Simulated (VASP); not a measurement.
Write the native input for VASP 6.6.1 that does the following.

```
Task                   : band structure
Functional             : PBE
Potentials or basis    : VASP PAW PBE potentials, release 64 (Al, N_h)
Cutoff                 : 900 eV
k mesh                 : 12 × 12 × 12
Occupations            : gaussian, width 0.02 eV
Spin                   : no spin polarisation
Further INCAR settings : ALGO = Fast; EDIFF = 1e-07; NBANDS = 11
```

The structure of AlN lies in POSCAR:

```
AlN                                     
1.0
   -0.0000000000      2.1998399393      2.1998399393
    2.1998399393      0.0000000000      2.1998399393
    2.1998399393      2.1998399393     -0.0000000000
  Al              N             
     1     1
Direct
     0.0000000000000000    0.0000000000000000    0.0000000000000000
     0.7500000000000000    0.7500000000000000    0.7500000000000000
```

Measurements of this composition are mostly on another form, of space group No. 186.

One way to write it, as run:

INCAR

```
SYSTEM = AlN
ALGO     = Fast           ! electronic algorithm
EDIFF    = 1E-7           ! SCF threshold, eV
ENCUT    = 900            ! plane-wave cutoff, eV
GGA      = PE             ! functional
ISIF     = 2              ! what is computed and relaxed
ISMEAR   = 0              ! smearing method
LASPH    = .TRUE.         ! aspherical terms in the spheres
LCHARG   = .FALSE.        ! write CHGCAR
LREAL    = .FALSE.        ! projectors in reciprocal space
LWAVE    = .FALSE.        ! write WAVECAR
NBANDS   = 11             ! bands
NELM     = 80             ! most SCF steps
PREC     = Accurate       ! precision mode
SIGMA    = 0.02           ! smearing width, eV
```

KPOINTS

```
k-points
0
G
  12 12 12
  0 0 0
```

KPOINTS_OPT

```
path GXWKGLUWLK,UX
15
line-mode
reciprocal
 0.0000000000  0.0000000000  0.0000000000  G
 0.5000000000  0.0000000000  0.5000000000  X

 0.5000000000  0.0000000000  0.5000000000  X
 0.5000000000  0.2500000000  0.7500000000  W

 0.5000000000  0.2500000000  0.7500000000  W
 0.3750000000  0.3750000000  0.7500000000  K

 0.3750000000  0.3750000000  0.7500000000  K
 0.0000000000  0.0000000000  0.0000000000  G

 0.0000000000  0.0000000000  0.0000000000  G
 0.5000000000  0.5000000000  0.5000000000  L

 0.5000000000  0.5000000000  0.5000000000  L
 0.6250000000  0.2500000000  0.6250000000  U

 0.6250000000  0.2500000000  0.6250000000  U
 0.5000000000  0.2500000000  0.7500000000  W

 0.5000000000  0.2500000000  0.7500000000  W
 0.5000000000  0.5000000000  0.5000000000  L

 0.5000000000  0.5000000000  0.5000000000  L
 0.3750000000  0.3750000000  0.7500000000  K

 0.6250000000  0.2500000000  0.6250000000  U
 0.5000000000  0.0000000000  0.5000000000  X
```

Potentials or basis: VASP PAW PBE potentials, release 64 (Al, N_h).

Launch:

```sh
$ cat potpaw_PBE.64/Al/POTCAR potpaw_PBE.64/N_h/POTCAR > POTCAR
$ mpirun -np 1 vasp_std > vasp.out
```

Results of the run:

```yaml
Pressure: 0.0 GPa
Band_gap_on_the_k_mesh: 3.31 eV, indirect (least direct gap 4.01 eV)
Band_gap_along_the_path: 3.31 eV, indirect (least direct gap 4.01 eV)
```

Caveat: the cutoff is under 1.25 times the usual one of these potentials, so pressure, stress and relaxed cells hold a basis-set (Pulay) error.

It took 69 s on 1 thread of Intel(R) Xeon(R) Platinum 8488C (Sapphire Rapids), on a shared host, peak memory 0.2 GiB.
